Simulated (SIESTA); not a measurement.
Crystal: ZrO2.

```
Zr O
1.0
     0.00000    2.54507    2.54507
     2.54507    0.00000    2.54507
     2.54507    2.54507    0.00000
Zr O
1 2
Direct
  0.00000 0.00000 0.00000
  0.75000 0.75000 0.75000
  0.25000 0.25000 0.25000
```

Measurements of this composition are mostly on another form, of space group No. 14.

Base run:

| Quantity | Value |
| --- | --- |
| Program | SIESTA 5.4.2 |
| Functional | LDA |
| Potentials or basis | PseudoDojo 0.4 standard (LDA files) |
| Basis | DZP (energy shift 0.003 Ry; two zetas on semicore shells) |
| Grid cutoff | 800 Ry |
| Energy shift | 0.003 Ry |
| k mesh | 9 × 9 × 9 |
| Occupations | fermi-dirac, width 0.05 eV |
| Spin | no spin polarisation |

Its results: band gap on the k mesh 3.10 eV, indirect (least direct gap 3.60 eV); pressure -3.5 GPa.

The run is repeated on the same cell with these changes: functional from LDA to PBE; potentials or basis from PseudoDojo 0.4 standard (LDA files) to PseudoDojo 0.4 standard (PBE files). What comes out?

Band gap on the k mesh 3.19 eV, indirect (least direct gap 3.68 eV); pressure 9.8 GPa.

Caveats: the basis of atomic orbitals isn't converged, which shifts pressures, moduli and gaps.

A k mesh can miss the band edges.
